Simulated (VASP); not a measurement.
A run of VASP 6.6.1:

The input POSCAR:

```
C
1.0
    2.1273203072     -1.2282824400      0.0000000000
    2.1273203072      1.2282824400      0.0000000000
   -1.3790696309      0.0000000000      3.5028300786
C
2
Direct
    0.1666444700      0.1666444700      0.9999069600
    0.8333555300      0.8333555300      0.0000930400
```

The input INCAR.step1:

```
SYSTEM = C
PREC     = Accurate       ! precision mode
ENCUT    = 520            ! plane-wave cutoff, eV
EDIFF    = 1E-5           ! SCF threshold, eV
ISMEAR   = 0              ! smearing method
SIGMA    = 0.02           ! smearing width, eV
LREAL    = .FALSE.        ! projectors in reciprocal space
LASPH    = .TRUE.         ! aspherical terms in the spheres
NELM     = 100            ! most SCF steps
ALGO     = Normal         ! electronic algorithm
ISIF     = 2              ! what is computed and relaxed
LWAVE    = .TRUE.         ! write WAVECAR
LCHARG   = .FALSE.        ! write CHGCAR
GGA      = PE             ! functional
KPAR     = 4
```

INCAR.step2

```
SYSTEM = C
PREC     = Accurate       ! precision mode
ENCUT    = 520            ! plane-wave cutoff, eV
EDIFF    = 1E-6           ! SCF threshold, eV
ISMEAR   = 0              ! smearing method
SIGMA    = 0.02           ! smearing width, eV
LREAL    = .FALSE.        ! projectors in reciprocal space
LASPH    = .TRUE.         ! aspherical terms in the spheres
NELM     = 100            ! most SCF steps
ALGO     = Normal         ! electronic algorithm
ISIF     = 2              ! what is computed and relaxed
LWAVE    = .FALSE.        ! write WAVECAR
LCHARG   = .FALSE.        ! write CHGCAR
GGA      = PE             ! functional
LHFCALC  = .TRUE.         ! exact exchange
HFSCREEN = 0.3            ! screening, 1/A
PRECFOCK = Fast         
ISTART   = 1            
KPAR     = 4
```

KPOINTS

```
regular mesh
0
G
  8 8 6
  0 0 0
```

The input KPOINTS_OPT:

```
path GYFLI,I1ZF1,YX1,XGN,MG
10
line-mode
reciprocal
 0.0000000000  0.0000000000  0.0000000000  G
 0.5000000000  0.5000000000 -1.0000000000  Y

 0.5000000000  0.5000000000 -1.0000000000  Y
 0.4123194886  0.4123194886 -1.1190266490  F

 0.4123194886  0.4123194886 -1.1190266490  F
 0.5000000000  0.5000000000 -0.5000000000  L

 0.5000000000  0.5000000000 -0.5000000000  L
 0.6935932999  0.3064067001 -0.5000000000  I

 0.3064067001 -0.3064067001  0.5000000000  I1
 0.0000000000  0.0000000000  0.5000000000  Z

 0.0000000000  0.0000000000  0.5000000000  Z
 0.5876805114  0.5876805114  0.1190266490  F1

 0.5000000000  0.5000000000 -1.0000000000  Y
 0.6104897536  0.3895102464 -1.0000000000  X1

 0.3895102464 -0.3895102464  0.0000000000  X
 0.0000000000  0.0000000000  0.0000000000  G

 0.0000000000  0.0000000000  0.0000000000  G
 0.5000000000  0.0000000000 -0.5000000000  N

 0.5000000000  0.0000000000  0.0000000000  M
 0.0000000000  0.0000000000  0.0000000000  G
```

Potentials or basis: VASP PAW PBE potentials, release 64 (C).

The run is started by

```sh
$ cat potpaw_PBE.64/C/POTCAR > POTCAR
$ cp INCAR.step1 INCAR
$ mpirun -np 4 vasp_std > vasp.out
$ cp INCAR.step2 INCAR
$ mpirun -np 4 vasp_std > vasp.out
```

Hardware: 4 MPI ranks on Intel(R) Xeon(R) 6975P-C (Granite Rapids) (shared host).

Q: Estimate the wall time of this run.

A: Run time: 5.8 min on 4 MPI ranks on Intel(R) Xeon(R) 6975P-C (Granite Rapids) (shared host), peak memory 0.27 GiB a rank. Counts: scf iterations 15, k points 114.
